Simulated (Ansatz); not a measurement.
# Bi$_{2}$Se$_{3}$: computed properties

These are results of Ansatz, DFT PBEsol, scalar-relativistic, plane waves, PAW, not measurements.

Plane waves to 420 eV, a k mesh through Γ of 12×12×12 on the computed 5-atom cell and Gaussian smearing (0.01 eV); no spin polarisation.

The structure is relaxed at this level of theory with its symmetry kept.

```xyz
5
Lattice="2.0652 1.1923 9.5399 -2.0652 1.1923 9.5399 0.0000 -2.3847 9.5399" Properties=species:S:1:pos:R:3 pbc="T T T"
Bi    0.0000    0.0000   11.4553
Bi    0.0000    0.0000   17.1644
Se    0.0000    0.0000    0.0000
Se    0.0000    0.0000    6.0571
Se    0.0000    0.0000   22.5627
```

| Item | Value |
| --- | --- |
| Space group | R-3m (No. 166) |
| Volume per atom | 28.19 Å³ |
| Formation energy from the elements' standard states (uncorrected) | -0.379 eV/atom |
| Kohn–Sham band gap | 0.12 eV, direct at Γ |
| Löwdin character of the top 1 eV of the valence band | Se 4p 83 %, Bi 6s 9 % |
| Löwdin character of the lowest 1 eV of the conduction band | Bi 6p 61 %, Se 4p 25 %, Se 4s 9 % |
| Electron masses at the edge by Cartesian direction of the standard setting (m_e; degenerate bands sorted by energy; no spin-orbit coupling) | x: 0.091; y: 0.091; z: 0.088 |
| Hole masses at the edge by Cartesian direction of the standard setting (m_e; degenerate bands sorted by energy; no spin-orbit coupling) | x: 0.14; y: 0.14; z: 0.087 |
| Bader charges (e) | Bi (2 in the cell) 0.99, Se (1 in the cell) -0.81, Se (2 in the cell) -0.58 |

Spin-orbit coupling is left out, which matters for the bands of heavy elements.

Cost: 3 runs of about 6.2 core-minutes in all, on Arm Neoverse V2 (shared hosts).